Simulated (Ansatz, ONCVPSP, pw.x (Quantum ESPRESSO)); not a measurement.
From atom to crystal: ONCV potential for H (Z = 1)

```json
{
  "Element": "hydrogen (H)",
  "Generator": "ONCVPSP 4.0.1",
  "Type": "optimised norm-conserving Vanderbilt (ONCV)",
  "Functional": "PBE",
  "Relativity": "scalar-relativistic",
  "Frozen core": "none",
  "Valence charge": "1",
  "Reference configuration": "1s1",
  "Partial waves": "1s: rc 0.90 bohr, ncon 3, nbas 7, qcut 7 1/bohr, 2 projectors, debl 3.3 Ha; p scattering state at 0.32 Ha: rc 0.70 bohr, ncon 5, nbas 10, qcut 10.7 1/bohr, 2 projectors, debl 2.5 Ha",
  "Local potential": "polynomial inside 0.60 bohr (lpopt 4, dvloc0 6 Ha)",
  "Core correction": "none"
}
```

Atomic tests: cutoffs needed: 18 Ha and 29 Ha (the cutoffs (Ha) at which the residual kinetic energy of the hardest occupied pseudo-wave falls to 1 and 0.1 mHa per electron); ghost test: no bound ghost flagged; no localised positive-energy state flagged.

Crystal test: fcc H in pw.x 7.5, no spin, 18³ k-points, Fermi–Dirac smearing 0.01 Ry, cutoffs 70/280 Ry. The reference is all-electron LAPW (Ansatz 0.2.0) with the same functional, mesh and smearing; V0 and B0 come from Birch–Murnaghan fits to the pressures at five volumes. Errors are pseudo minus all-electron; Δ is the rms difference of the E(V) curves that follow from these fits, minima aligned, over ±6 % about the mean V0. Mesh and smearing are coarse, so the numbers serve the comparison and aren't converged zero-temperature values; the lattice is a test structure that the element need not adopt.

```json
{"V (Å³/atom)": "2.826", "P all-electron (GPa)": "5.78", "P pseudo (GPa)": "4.90"}
{"V (Å³/atom)": "2.901", "P all-electron (GPa)": "2.63", "P pseudo (GPa)": "1.80"}
{"V (Å³/atom)": "2.975", "P all-electron (GPa)": "-0.20", "P pseudo (GPa)": "-0.99"}
{"V (Å³/atom)": "3.049", "P all-electron (GPa)": "-2.74", "P pseudo (GPa)": "-3.49"}
{"V (Å³/atom)": "3.124", "P all-electron (GPa)": "-5.03", "P pseudo (GPa)": "-5.75"}
```

All-electron: a0 = 2.282 Å (V0 = 2.97 Å³/atom), B0 = 107.9 GPa.

Pseudopotential: mean pressure error (GPa): -0.79; a0 (Å): 2.276; a0 error (%): -0.25; B0 error (%): +0.9; Δ (meV/atom): 0.5.

Task: At the middle volume, how do free energy and pressure move when the wave cutoff is lowered (ecutrho kept at four times it)?

Result:

```tsv
cutoff (Ry)	shift of F (meV/atom)	shift of P (GPa)
32	+34.5	-4.85
42	+9.3	-2.05
56	+0.4	-0.19
```

The run at the middle volume (195 k-points, 3 iterations) took about 5.5 s on one core of a shared host (Intel(R) Xeon(R) Processor @ 2.60GHz, 24 threads, 32 GiB, load 17).
